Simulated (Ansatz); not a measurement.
ZrO2:
```cif
data_O4Zr2
_chemical_formula_sum 'Zr2 O4'
_space_group_name_H-M_alt 'P42/nmc :1'
_space_group_IT_number 137
_space_group_name_Hall 'P 4n 2n -1n'
_cell_length_a 3.60107
_cell_length_b 3.60107
_cell_length_c 5.22998
_cell_angle_alpha 90.000
_cell_angle_beta 90.000
_cell_angle_gamma 90.000
loop_
_space_group_symop_operation_xyz
  'x, y, z'
  '-y+1/2, x+1/2, z+1/2'
  '-x, -y, z'
  'y+1/2, -x+1/2, z+1/2'
  'x+1/2, -y+1/2, -z+1/2'
  '-y, -x, -z'
  '-x+1/2, y+1/2, -z+1/2'
  'y, x, -z'
  '-x+1/2, -y+1/2, -z+1/2'
  'y, -x, -z'
  'x+1/2, y+1/2, -z+1/2'
  '-y, x, -z'
  '-x, y, z'
  'y+1/2, x+1/2, z+1/2'
  'x, -y, z'
  '-y+1/2, -x+1/2, z+1/2'
loop_
_atom_site_label
_atom_site_type_symbol
_atom_site_symmetry_multiplicity
_atom_site_Wyckoff_symbol
_atom_site_fract_x
_atom_site_fract_y
_atom_site_fract_z
_atom_site_occupancy
Zr1 Zr 2 a 0.00000 0.00000 0.00000 1
O1 O 4 d 0.50000 0.00000 0.19637 1
```

Relaxed with r²SCAN.

Decompose the optical modes at the zone centre into irreducible representations, and say which are infrared and Raman allowed.

Point group 4/mmm: Γ_opt = A1g + A2u + 2B1g + B2u + 3Eg + 2Eu. Infrared: A2u, Eu. Raman: A1g, B1g, Eg.

Assign frequencies (DFPT, r²SCAN in the plane-wave PAW code Ansatz; without the LO–TO term).

Eu 101, Eg 135, B1g 300, A1g 302, A2u 332, Eu 438, Eg 439, B1g 598, Eg 643, B2u 646 cm⁻¹.

Subscripts of B labels follow the axes of the standard setting.

Space group P4_2/nmc. This is a known high-temperature phase of the composition, computed here at zero pressure and temperature. Symmetry was held in the r²SCAN relaxation; of distortions, only those at the zone centre were tested. No spin polarisation was allowed.

Potentials: the earlier of the program's two PAW sets.
